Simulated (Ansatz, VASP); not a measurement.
**Cu: VASP beside Ansatz**

INCAR

```
SYSTEM = Cu
PREC     = Accurate       ! precision mode
ENCUT    = 520            ! plane-wave cutoff, eV
EDIFF    = 1E-8           ! SCF threshold, eV
ISMEAR   = -1             ! smearing method
SIGMA    = 0.08           ! smearing width, eV
LREAL    = .FALSE.        ! projectors in reciprocal space
LASPH    = .TRUE.         ! aspherical terms in the spheres
NELM     = 100            ! most SCF steps
ALGO     = Normal         ! electronic algorithm
ISIF     = 2              ! what is computed and relaxed
LWAVE    = .FALSE.        ! write WAVECAR
LCHARG   = .FALSE.        ! write CHGCAR
GGA      = PE             ! functional
LEFG     = .TRUE.       
NBANDS   = 12             ! bands
```

Contents of KPOINTS:

```
Automatic mesh
0
G
  19 19 19
  0 0 0
```

The input POSCAR:

```
Cu
1.0
    0.0000000000      1.8258507244      1.7713500000
    1.8258507244      0.0000000000      1.7713500000
    1.8258507244      1.8258507244      0.0000000000
Cu
1
Direct
    0.0000000000      0.0000000000      0.0000000000
```

Input for Ansatz:

```yaml
crystal:
  lattice:
    - [0.0, 1.8258507244, 1.77135]
    - [1.8258507244, 0.0, 1.77135]
    - [1.8258507244, 1.8258507244, 0.0]
  atoms:
    - { symbol: Cu, position: [0.0, 0.0, 0.0] }
kpoints:
  mp_grid: { grid: [19, 19, 19] }
scf:
  occupations: { method: fermi_dirac, width: 0.08 }
hamiltonian:
  xc: pbe
  pseudopotentials: { kind: paw }
output:
  forces: true
  stress: true
  eigenvalues: true
  efg: { contact_densities: true }
```

Change from the starting cell: z stretched by -2 % at fixed volume, PAW files.

Alike in both runs: task electric field gradients; functional PBE; k mesh 19 × 19 × 19; occupations fermi-dirac, width 0.08 eV; no spin polarisation.

|  | VASP | Ansatz |
| --- | --- | --- |
| version | VASP 6.6.1 | Ansatz 0.2.0 |
| potentials or method | VASP PAW PBE potentials, release 64 (Cu) | PAW with Ansatz's default frozen-core files, scalar-relativistic |
| plane-wave cutoff (eV) | 520 | 420 |
| valence electrons in the cell | 11 | 19 |

Ansatz gave:

```
pressure (GPa)                                                 : 1.7
largest component of the traceless stress (GPa)                : 0.83
Vzz of the field gradient on the site that differs most (V/Å²) : 0.3
```

Task: What did VASP give for the same quantities?

Result: Pressure (GPa): 2.3; largest component of the traceless stress (GPa): 0.81; Vzz of the field gradient on the site that differs most (V/Å²): -0.1.

The two sets of potentials don't hold the same shells in valence.
